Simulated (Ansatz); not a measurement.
Here is an Ansatz 0.2.0 calculation.

Contents of input.yaml:

```yaml
crystal:
  lattice:
    - [0.0, 2.7218511865, 2.7218511865]
    - [2.7218511865, 0.0, 2.7218511865]
    - [2.7218511865, 2.7218511865, 0.0]
  atoms:
    - { symbol: Si, position: [0.5, 0.5, 0.5] }
    - { symbol: Si, position: [0.75, 0.75, 0.75] }
kpoints:
  mp_grid: { grid: [8, 8, 8] }
  band_path:
    path:
      - [0.0, 0.0, 0.0]
      - [0.5, 0.0, 0.5]
      - [0.5, 0.25, 0.75]
      - [0.375, 0.375, 0.75]
      - [0.0, 0.0, 0.0]
      - [0.5, 0.5, 0.5]
      - [0.625, 0.25, 0.625]
      - [0.5, 0.25, 0.75]
    npoints: 6
scf:
  occupations: { method: fermi_dirac, width: 0.05 }
hamiltonian:
  xc: blyp
  pseudopotentials: { kind: all_electron, lapw: { basis_error: 0.001 } }
output:
  forces: true
  stress: true
  eigenvalues: true
```

Potentials or basis: all-electron LAPW, scalar-relativistic.

Command:

```console
$ ansatz run input.yaml --threads 1 --pin off --max-ram 3072MiB --backend cpu --events-out ev --progress --plain --runs-dir out
```

(1) What does it give for the pressure?

(2) Predict the band gap along the path.

(3) Predict the band gap on the k mesh.

Answers

(1) 4.2 GPa.

(2) 0.81 eV, indirect (least direct gap 2.69 eV).

(3) 0.84 eV, indirect (least direct gap 2.69 eV).
